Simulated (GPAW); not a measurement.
# FeO (Wuestite) (Fm-3m) in GPAW: a series of runs

The runs below take FeO (Wuestite) through relaxation of cell and atoms, with RPBE, revPBE.

All numbers are computed with GPAW 26.7.0; they aren't measurements. Logs are shortened: lines on timing, memory, paths and dates and some standing lists are left out, and cuts for length are marked. The log counts tension as positive stress, the text compression.

## (1) The crystal as given

It takes space group Fm-3m (No. 225, cubic). Conventional cell: a = 4.311 Å, b = 4.311 Å, c = 4.311 Å, α = 90.00°, β = 90.00°, γ = 90.00°. Fe (site symmetry m-3m) is surrounded by 6 O at 2.16 Å. Around O (site symmetry m-3m) lie 6 Fe at 2.16 Å.

## (2) Relaxation of cell and atoms, RPBE, collinear spin, ferromagnetic start

Contents of run.py:

```python
from ase.filters import FrechetCellFilter
from ase.io import read, write
from ase.optimize import FIRE
from gpaw import GPAW, PW

atoms = read('FeO.xyz')
atoms.set_initial_magnetic_moments([3.0, 0.0])

calc = GPAW(mode=PW(800),
            xc='RPBE',
            kpts={'size': (11, 11, 11), 'gamma': True},
            occupations={'name': 'fermi-dirac', 'width': 0.05},
            nbands=17,
            convergence={'density': 1e-05, 'forces': 0.0001},
            maxiter=150,
            txt='gpaw.txt')
atoms.calc = calc
opt = FIRE(FrechetCellFilter(atoms), trajectory='relax.traj', logfile='-')
done = opt.run(fmax=0.02, steps=40)
calc.write('gs.gpw')
write('result.traj', atoms)
print('Converged:', done)
print('Cell:', atoms.cell.cellpar().round(4))
print('Volume:', round(atoms.get_volume(), 4))
print(atoms.get_scaled_positions().round(5))
```

Contents of FeO.xyz:

```xyz
2
Lattice="0.0000000000 2.1554000000 2.1554000000 2.1554000000 0.0000000000 2.1554000000 2.1554000000 2.1554000000 0.0000000000" Properties=species:S:1:pos:R:3 pbc="T T T"
Fe     0.0000000000      0.0000000000      0.0000000000
O      2.1554000000      2.1554000000      2.1554000000
```

Potentials or basis: the program's PAW data sets (release 1.2.1) made for this functional, pw.

Started as:

```sh
OMP_NUM_THREADS=1 python run.py
```

gpaw.txt:

```text
__  _  _
 | _ |_)|_||  |
 |__||  | ||/\| - 26.7.0

Input parameters:
  mode=PW(ecut=800.0),
  convergence={'density': 1e-05, 'forces': 0.0001},
  kpts=MonkhorstPack(size=(11, 11, 11), gamma=True),
  maxiter=150,
  nbands=17,
  occupations=Occupations(name='fermi-dirac', width=0.05),
  xc=XC(name='RPBE')

Diagonalizing LCAO Hamiltonian
Converting LCAO to pw mode

              O

       Fe

Atoms  # Å, Bohr magnetons
|   | symbol |        x |        y |        z |    initial magnetic moments |
|---|--------|----------|----------|----------|-----------------------------|
| 0 |     Fe | 0.000000 | 0.000000 | 0.000000 | ( 0.0000,  0.0000,  3.0000) |
| 1 |      O | 2.155400 | 2.155400 | 2.155400 | ( 0.0000,  0.0000,  0.0000) |

Unit cell  # Å
| periodic |        x |        y |        z |  lengths |    angles |
|----------|----------|----------|----------|----------|-----------|
|      yes | 0.000000 | 2.155400 | 2.155400 | 3.048196 | 60.000000 |
|      yes | 2.155400 | 0.000000 | 2.155400 | 3.048196 | 60.000000 |
|      yes | 2.155400 | 2.155400 | 0.000000 | 3.048196 | 60.000000 |
[... 836 lines left out ...]
Atoms  # Å, Bohr magnetons
|   | symbol |         x |         y |         z |    initial magnetic moments |
|---|--------|-----------|-----------|-----------|-----------------------------|
| 0 |     Fe | -0.000000 | -0.000000 | -0.000000 | ( 0.0000,  0.0000,  3.5592) |
| 1 |      O |  2.178719 |  2.178719 |  2.178719 | ( 0.0000,  0.0000,  0.2301) |

Unit cell  # Å
| periodic |         x |         y |        z |  lengths |    angles |
|----------|-----------|-----------|----------|----------|-----------|
|      yes | -0.000000 |  2.178719 | 2.178719 | 3.081175 | 60.000000 |
|      yes |  2.178719 | -0.000000 | 2.178719 | 3.081175 | 60.000000 |
|      yes |  2.178719 |  2.178719 | 0.000000 | 3.081175 | 60.000000 |

Number of symmetries: 48
Symmetry operations  # r_c * U_cc + t_c -> r_c
|    | kind |            matrix            |
|----|------|------------------------------|
|  0 |  σ   |  1, 0, 0,  1, 0,-1,  1,-1, 0 |
|  1 |  C2  |  1, 0, 0,  1,-1, 0,  1, 0,-1 |
|  2 |  E   |  1, 0, 0,  0, 1, 0,  0, 0, 1 |
|  3 |  σ   |  1, 0, 0,  0, 0, 1,  0, 1, 0 |
|  4 |  C4  |  1, 0,-1,  1, 0, 0,  1,-1, 0 |
|  5 |  S6  |  1, 0,-1,  1,-1, 0,  1, 0, 0 |
|  6 |  σ   |  1, 0,-1,  0, 1,-1,  0, 0,-1 |
|  7 |  C3  |  1, 0,-1,  0, 0,-1,  0, 1,-1 |
|  8 |  S6  |  1,-1, 0,  1, 0, 0,  1, 0,-1 |
[... 237 lines left out ...]
Stress tensor  # eV/Ang^3
|         x |         y |         z |
|-----------|-----------|-----------|
| -0.003789 | -0.000000 | -0.000000 |
| -0.000000 | -0.003789 | -0.000000 |
| -0.000000 | -0.000000 | -0.003789 |

Forces  # eV/Ang
|       x |        y |        z |
|---------|----------|----------|
| 0.00000 |  0.00000 | -0.00000 |  # Fe   0
| 0.00000 | -0.00000 |  0.00000 |  # O    1

Interpolating wave functions to new cell

              O

[... 14 lines left out ...]

Number of symmetries: 48
Symmetry operations  # r_c * U_cc + t_c -> r_c
|    | kind |            matrix            |
|----|------|------------------------------|
|  0 |  σ   |  1, 0, 0,  1, 0,-1,  1,-1, 0 |
|  1 |  C2  |  1, 0, 0,  1,-1, 0,  1, 0,-1 |
|  2 |  E   |  1, 0, 0,  0, 1, 0,  0, 0, 1 |
|  3 |  σ   |  1, 0, 0,  0, 0, 1,  0, 1, 0 |
|  4 |  C4  |  1, 0,-1,  1, 0, 0,  1,-1, 0 |
|  5 |  S6  |  1, 0,-1,  1,-1, 0,  1, 0, 0 |
|  6 |  σ   |  1, 0,-1,  0, 1,-1,  0, 0,-1 |
|  7 |  C3  |  1, 0,-1,  0, 0,-1,  0, 1,-1 |
|  8 |  S6  |  1,-1, 0,  1, 0, 0,  1, 0,-1 |
[... 237 lines left out ...]
Stress tensor  # eV/Ang^3
|         x |         y |         z |
|-----------|-----------|-----------|
|  0.012274 | -0.000000 | -0.000000 |
| -0.000000 |  0.012274 | -0.000000 |
| -0.000000 | -0.000000 |  0.012274 |

Forces  # eV/Ang
|        x |       y |       z |
|----------|---------|---------|
| -0.00000 | 0.00000 | 0.00000 |  # Fe   0
| -0.00000 | 0.00000 | 0.00000 |  # O    1

Interpolating wave functions to new cell

              O
[... 202 lines left out ...]
SCF iterations
|iter     | |      energy | eigst |  dens |force |  magmom |
|---------|-|-------------|-------|-------|------|---------|
|iter:   1| |  -15.136628 | -5.09 |       |      |  +4.0015|
|iter:   2| |  -15.136636 | -7.48c| -3.21 |      |  +4.0015|
|iter:   3| |  -15.136707c| -6.34 | -3.25 |      |  +4.0015|
|iter:   4| |  -15.136724c| -7.51c| -3.69 |      |  +4.0015|
|iter:   5| |  -15.136727c| -8.36c| -4.00 |      |  +4.0015|
|iter:   6| |  -15.136729c| -8.26c| -4.18 |      |  +4.0015|
|iter:   7| |  -15.136729c| -9.32c| -5.26c|      |  +4.0015|
|iter:   8| |  -15.136729c| -9.47c| -5.64c|-24.84c|  +4.0015|
[... 609 lines left out ...]
No gap
No difference between direct/indirect transitions

Stress tensor  # eV/Ang^3
|        x |         y |         z |
|----------|-----------|-----------|
| 0.009385 |  0.000000 |  0.000000 |
| 0.000000 |  0.009385 | -0.000000 |
| 0.000000 | -0.000000 |  0.009385 |

Forces  # eV/Ang
|       x |        y |       z |
|---------|----------|---------|
| 0.00000 | -0.00000 | 0.00000 |  # Fe   0
| 0.00000 | -0.00000 | 0.00000 |  # O    1

Interpolating wave functions to new cell

              O
[... 546 lines left out ...]
Stress tensor  # eV/Ang^3
|         x |         y |         z |
|-----------|-----------|-----------|
|  0.005443 | -0.000000 |  0.000000 |
| -0.000000 |  0.005443 | -0.000000 |
|  0.000000 | -0.000000 |  0.005443 |

Forces  # eV/Ang
|        x |       y |       z |
|----------|---------|---------|
|  0.00000 | 0.00000 | 0.00000 |  # Fe   0
| -0.00000 | 0.00000 | 0.00000 |  # O    1

Interpolating wave functions to new cell

              O

       Fe

Atoms  # Å, Bohr magnetons
|   | symbol |         x |         y |         z |    initial magnetic moments |
|---|--------|-----------|-----------|-----------|-----------------------------|
| 0 |     Fe | -0.000000 | -0.000000 | -0.000000 | ( 0.0000,  0.0000,  3.5606) |
| 1 |      O |  2.183303 |  2.183303 |  2.183303 | ( 0.0000,  0.0000,  0.2259) |

Unit cell  # Å
| periodic |        x |        y |         z |  lengths |    angles |
|----------|----------|----------|-----------|----------|-----------|
|      yes | 0.000000 | 2.183303 |  2.183303 | 3.087657 | 60.000000 |
|      yes | 2.183303 | 0.000000 |  2.183303 | 3.087657 | 60.000000 |
|      yes | 2.183303 | 2.183303 | -0.000000 | 3.087657 | 60.000000 |

Number of symmetries: 48
Symmetry operations  # r_c * U_cc + t_c -> r_c
|    | kind |            matrix            |
|----|------|------------------------------|
|  0 |  σ   |  1, 0, 0,  1, 0,-1,  1,-1, 0 |
|  1 |  C2  |  1, 0, 0,  1,-1, 0,  1, 0,-1 |
|  2 |  E   |  1, 0, 0,  0, 1, 0,  0, 0, 1 |
|  3 |  σ   |  1, 0, 0,  0, 0, 1,  0, 1, 0 |
|  4 |  C4  |  1, 0,-1,  1, 0, 0,  1,-1, 0 |
|  5 |  S6  |  1, 0,-1,  1,-1, 0,  1, 0, 0 |
|  6 |  σ   |  1, 0,-1,  0, 1,-1,  0, 0,-1 |
|  7 |  C3  |  1, 0,-1,  0, 0,-1,  0, 1,-1 |
|  8 |  S6  |  1,-1, 0,  1, 0, 0,  1, 0,-1 |
[... 524 lines left out ...]
Forces  # eV/Ang
|        x |       y |        z |
|----------|---------|----------|
|  0.00000 | 0.00000 |  0.00000 |  # Fe   0
| -0.00000 | 0.00000 | -0.00000 |  # O    1

# Writing to gs.gpw (mode='')
```

stdout:

```text
Step          Energy          fmax
FIRE:    0      -15.125807        0.419757
FIRE:    1      -15.131122        0.343141
FIRE:    2      -15.138272        0.206641
FIRE:    3      -15.143041        0.039188
FIRE:    4      -15.142758        0.128872
FIRE:    5      -15.142889        0.123491
FIRE:    6      -15.143020        0.113227
FIRE:    7      -15.143194        0.098263
FIRE:    8      -15.143373        0.079155
FIRE:    9      -15.143464        0.056772
FIRE:   10      -15.143567        0.031578
FIRE:   11      -15.143493        0.005095
Converged: True
Cell: [ 3.0852  3.0852  3.0852 60.     60.     60.    ]
Volume: 20.7656
[[0.  0.  0. ]
 [0.5 0.5 0.5]]
```

Run time: 5.4 min. Hardware: 1 thread of Intel Xeon Platinum 8488C (Sapphire Rapids), shared host; peak memory 0.38 GiB.

Results:

```yaml
Free_energy: -15.1435 eV
Relaxed_volume: 10.38 Å³/atom
Relaxed_cell: a = 3.085 Å, b = 3.085 Å, c = 3.085 Å, α = 60.00°, β = 60.00°, γ = 60.00°
Space_group_after_relaxing_to_0.05_Å: Fm-3m (No. 225)
Energy_gained_by_relaxing: 8.7 meV/atom
Ionic_steps: 12
Pressure_after_relaxing: -0.1 GPa
Band_gap_on_the_k_mesh: none (metal or under the smearing width)
Net_moment: 4.00 μB per cell
Site_moments: Fe +3.56; O +0.23 μB
```

Step by step:
| step | energy change (eV) | largest force (eV/Å) | pressure (GPa) | volume (Å³) |
| --- | --- | --- | --- | --- |
| 1 | 0.0000 | 0.0000 | 6.72 | 20.03 |
| 2 | -0.0053 | 0.0000 | 5.46 | 20.15 |
| 3 | -0.0123 | 0.0000 | 3.25 | 20.39 |
| 4 | -0.0169 | 0.0000 | 0.61 | 20.68 |
| 5 | -0.0165 | 0.0000 | -1.97 | 21.00 |
| 6 | -0.0166 | 0.0000 | -1.89 | 20.99 |
| 7 | -0.0168 | 0.0000 | -1.73 | 20.97 |
| 8 | -0.0170 | 0.0000 | -1.50 | 20.94 |
| 9 | -0.0172 | 0.0000 | -1.21 | 20.90 |
| 10 | -0.0173 | 0.0000 | -0.87 | 20.86 |
| 11 | -0.0174 | 0.0000 | -0.49 | 20.81 |
| 12 | -0.0173 | 0.0000 | -0.08 | 20.77 |

Final structure:
```
Fe O
1.0
     0.00000    2.18158    2.18158
     2.18158    0.00000    2.18158
     2.18158    2.18158    0.00000
Fe O
1 1
Cartesian
  0.0000 0.0000 0.0000
  2.1816 2.1816 2.1816
```

Levels at points of the mesh, in eV from the Fermi level:
Spin up:
```csv
k point,band 7,band 8,band 9,band 10,band 11,band 12
"(0.00, 0.00, 0.00)",-3.85,-3.75,-3.75,-0.26,15.14,16.60
```
Spin down:
| k point | band 2 | band 3 | band 4 | band 5 | band 6 | band 7 | band 8 | band 9 |
| --- | --- | --- | --- | --- | --- | --- | --- | --- |
| (0.00, 0.00, 0.00) | -3.32 | -3.32 | -3.32 | -0.69 | -0.69 | -0.69 | 0.27 | 0.27 |

Caveat: each step starts from the last one's moments, so a moment once lost doesn't come back; later steps reuse the first step's grids; a cell with one magnetic atom can't hold antiferromagnetic order, which such compounds often take; semilocal functionals often make such compounds metallic where correlation or magnetic order opens a gap, which also shifts bond lengths.

## (3) Relaxation of cell and atoms, revPBE, collinear spin, ferromagnetic start

run.py, as its differences from that of step 2:

```diff
@@ -1,3 +1,4 @@
+from ase import Atoms
 from ase.filters import FrechetCellFilter
-from ase.io import read, write
+from ase.io import write
 from ase.optimize import FIRE
@@ -5,3 +6,9 @@
 
-atoms = read('FeO.xyz')
+atoms = Atoms(['Fe', 'O'],
+              cell=[[0.0, 2.1554, 2.1554],
+                    [2.1554, 0.0, 2.1554],
+                    [2.1554, 2.1554, 0.0]],
+              scaled_positions=[[0.0, 0.0, 0.0],
+                                [0.5, 0.5, 0.5]],
+              pbc=True)
 atoms.set_initial_magnetic_moments([3.0, 0.0])
@@ -9,3 +16,3 @@
 calc = GPAW(mode=PW(800),
-            xc='RPBE',
+            xc='revPBE',
             kpts={'size': (11, 11, 11), 'gamma': True},
@@ -18,3 +25,3 @@
 opt = FIRE(FrechetCellFilter(atoms), trajectory='relax.traj', logfile='-')
-done = opt.run(fmax=0.02, steps=40)
+done = opt.run(fmax=0.05, steps=40)
 calc.write('gs.gpw')
```

Potentials or basis: the program's PAW data sets (release 1.2.1) made for this functional, pw.

Started as:

```sh
OMP_NUM_THREADS=1 python run.py
```

gpaw.txt:

```text
__  _  _
 | _ |_)|_||  |
 |__||  | ||/\| - 26.7.0

Input parameters:
  mode=PW(ecut=800.0),
  convergence={'density': 1e-05, 'forces': 0.0001},
  kpts=MonkhorstPack(size=(11, 11, 11), gamma=True),
  maxiter=150,
  nbands=17,
  occupations=Occupations(name='fermi-dirac', width=0.05),
  xc=XC(name='revPBE')

Diagonalizing LCAO Hamiltonian
Converting LCAO to pw mode

              O

       Fe

Atoms  # Å, Bohr magnetons
|   | symbol |        x |        y |        z |    initial magnetic moments |
|---|--------|----------|----------|----------|-----------------------------|
| 0 |     Fe | 0.000000 | 0.000000 | 0.000000 | ( 0.0000,  0.0000,  3.0000) |
| 1 |      O | 2.155400 | 2.155400 | 2.155400 | ( 0.0000,  0.0000,  0.0000) |

Unit cell  # Å
| periodic |        x |        y |        z |  lengths |    angles |
|----------|----------|----------|----------|----------|-----------|
|      yes | 0.000000 | 2.155400 | 2.155400 | 3.048196 | 60.000000 |
|      yes | 2.155400 | 0.000000 | 2.155400 | 3.048196 | 60.000000 |
|      yes | 2.155400 | 2.155400 | 0.000000 | 3.048196 | 60.000000 |

Number of symmetries: 48
Symmetry operations  # r_c * U_cc + t_c -> r_c
|    | kind |            matrix            |
|----|------|------------------------------|
|  0 |  σ   |  1, 0, 0,  1, 0,-1,  1,-1, 0 |
[... 556 lines left out ...]
|----------|-----------|----------|----------|----------|-----------|
|      yes | -0.000000 | 2.165268 | 2.165268 | 3.062152 | 60.000000 |
|      yes |  2.165268 | 0.000000 | 2.165268 | 3.062152 | 60.000000 |
|      yes |  2.165268 | 2.165268 | 0.000000 | 3.062152 | 60.000000 |

Number of symmetries: 48
Symmetry operations  # r_c * U_cc + t_c -> r_c
|    | kind |            matrix            |
|----|------|------------------------------|
|  0 |  σ   |  1, 0, 0,  1, 0,-1,  1,-1, 0 |
|  1 |  C2  |  1, 0, 0,  1,-1, 0,  1, 0,-1 |
|  2 |  E   |  1, 0, 0,  0, 1, 0,  0, 0, 1 |
|  3 |  σ   |  1, 0, 0,  0, 0, 1,  0, 1, 0 |
|  4 |  C4  |  1, 0,-1,  1, 0, 0,  1,-1, 0 |
|  5 |  S6  |  1, 0,-1,  1,-1, 0,  1, 0, 0 |
|  6 |  σ   |  1, 0,-1,  0, 1,-1,  0, 0,-1 |
|  7 |  C3  |  1, 0,-1,  0, 0,-1,  0, 1,-1 |
|  8 |  S6  |  1,-1, 0,  1, 0, 0,  1, 0,-1 |
[... 254 lines left out ...]
       Fe

Atoms  # Å, Bohr magnetons
|   | symbol |         x |        y |         z |    initial magnetic moments |
|---|--------|-----------|----------|-----------|-----------------------------|
| 0 |     Fe | -0.000000 | 0.000000 | -0.000000 | ( 0.0000,  0.0000,  3.5560) |
| 1 |      O |  2.173395 | 2.173395 |  2.173395 | ( 0.0000,  0.0000,  0.2313) |

Unit cell  # Å
| periodic |         x |         y |         z |  lengths |    angles |
|----------|-----------|-----------|-----------|----------|-----------|
|      yes | -0.000000 |  2.173395 |  2.173395 | 3.073644 | 60.000000 |
|      yes |  2.173395 | -0.000000 |  2.173395 | 3.073644 | 60.000000 |
|      yes |  2.173395 |  2.173395 | -0.000000 | 3.073644 | 60.000000 |

Number of symmetries: 48
Symmetry operations  # r_c * U_cc + t_c -> r_c
|    | kind |            matrix            |
|----|------|------------------------------|
|  0 |  σ   |  1, 0, 0,  1, 0,-1,  1,-1, 0 |
|  1 |  C2  |  1, 0, 0,  1,-1, 0,  1, 0,-1 |
|  2 |  E   |  1, 0, 0,  0, 1, 0,  0, 0, 1 |
|  3 |  σ   |  1, 0, 0,  0, 0, 1,  0, 1, 0 |
|  4 |  C4  |  1, 0,-1,  1, 0, 0,  1,-1, 0 |
|  5 |  S6  |  1, 0,-1,  1,-1, 0,  1, 0, 0 |
|  6 |  σ   |  1, 0,-1,  0, 1,-1,  0, 0,-1 |
|  7 |  C3  |  1, 0,-1,  0, 0,-1,  0, 1,-1 |
|  8 |  S6  |  1,-1, 0,  1, 0, 0,  1, 0,-1 |
[... 244 lines left out ...]
Forces  # eV/Ang
|        x |        y |        z |
|----------|----------|----------|
| -0.00000 | -0.00000 |  0.00000 |  # Fe   0
|  0.00000 | -0.00000 | -0.00000 |  # O    1

# Writing to gs.gpw (mode='')
```

Run time: 90 s. Hardware: 1 thread of Intel Xeon Platinum 8488C (Sapphire Rapids), shared host; peak memory 0.26 GiB.

Results:

```
Free energy                            : -15.2460 eV
Relaxed volume                         : 10.27 Å³/atom
Relaxed cell                           : a = 3.074 Å, b = 3.074 Å, c = 3.074 Å, α = 60.00°, β = 60.00°, γ = 60.00°
Space group after relaxing (to 0.05 Å) : Fm-3m (No. 225)
Energy gained by relaxing              : 5.2 meV/atom
Ionic steps                            : 4
Pressure after relaxing                : 0.4 GPa
Band gap on the k mesh                 : none (metal or under the smearing width)
Net moment                             : 4.00 μB per cell
Site moments                           : Fe +3.56; O +0.23 μB
```

Step by step:
```csv
step,energy change (eV),largest force (eV/Å),pressure (GPa),volume (Å³)
1,0.0000,0.0000,5.19,20.03
2,-0.0032,0.0000,4.22,20.12
3,-0.0077,0.0000,2.52,20.30
4,-0.0104,0.0000,0.45,20.53
```

Final structure:
```cif
data_structure
_symmetry_space_group_name_H-M 'P 1'
_symmetry_Int_Tables_number 1
_cell_length_a 3.0736
_cell_length_b 3.0736
_cell_length_c 3.0736
_cell_angle_alpha 60.000
_cell_angle_beta 60.000
_cell_angle_gamma 60.000
_cell_volume 20.53
loop_
_atom_site_label
_atom_site_type_symbol
_atom_site_fract_x
_atom_site_fract_y
_atom_site_fract_z
_atom_site_occupancy
Fe1 Fe 0.00000 0.00000 0.00000 1
O1 O 0.50000 0.50000 0.50000 1
```

Caveat: each step starts from the last one's moments, so a moment once lost doesn't come back; later steps reuse the first step's grids; a cell with one magnetic atom can't hold antiferromagnetic order, which such compounds often take; semilocal functionals often make such compounds metallic where correlation or magnetic order opens a gap, which also shifts bond lengths. Zero-point motion and thermal expansion aren't in these numbers.
